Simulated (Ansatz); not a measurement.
# Property card for ZnCu₂SnSe₄

These are results of Ansatz, DFT PBE, scalar-relativistic, plane waves, PAW, not measurements.

Plane waves to 420 eV, a k mesh through Γ of 10×10×10 on the computed 8-atom cell and Gaussian smearing (0.10 eV); no spin polarisation.

The structure is relaxed at this level of theory with its symmetry kept. Whether it is the stable form of this composition wasn't checked.

```cif
data_structure
_symmetry_space_group_name_H-M 'I-42m'
_symmetry_Int_Tables_number 121
_cell_length_a 5.7629
_cell_length_b 5.7629
_cell_length_c 11.5279
_cell_angle_alpha 90.000
_cell_angle_beta 90.000
_cell_angle_gamma 90.000
_cell_volume 382.85
loop_
_atom_site_label
_atom_site_type_symbol
_atom_site_symmetry_multiplicity
_atom_site_Wyckoff_symbol
_atom_site_fract_x
_atom_site_fract_y
_atom_site_fract_z
_atom_site_occupancy
Zn1 Zn 2 a 0.00000 0.00000 0.00000 1
Cu1 Cu 4 d 0.00000 0.50000 0.25000 1
Sn1 Sn 2 b 0.50000 0.50000 0.00000 1
Se1 Se 8 i 0.25934 0.25934 0.36471 1
```

Formation energy from the elements' standard states (uncorrected)?

-0.388 eV/atom.

Density of states at the Fermi level?

0.09 states/eV per cell (so small that it hangs on the mesh: a semimetal, or crossings between mesh points).

Löwdin character within 0.5 eV of the Fermi level?

Se 4p 53 %, Cu 3d 31 %, Sn 5s 8 %.

Bader charges (e)?

Zn (1 in the cell) 0.71, Cu (2 in the cell) 0.36, Sn (1 in the cell) 1.10, Se (4 in the cell) -0.63.

A ferromagnetic start lost its moments in a first run, so spin was left out; other magnetic orders weren't tried.

Cost: 1 run of about 10 core-minutes, on Intel Xeon Platinum 8488C (Sapphire Rapids) (shared hosts).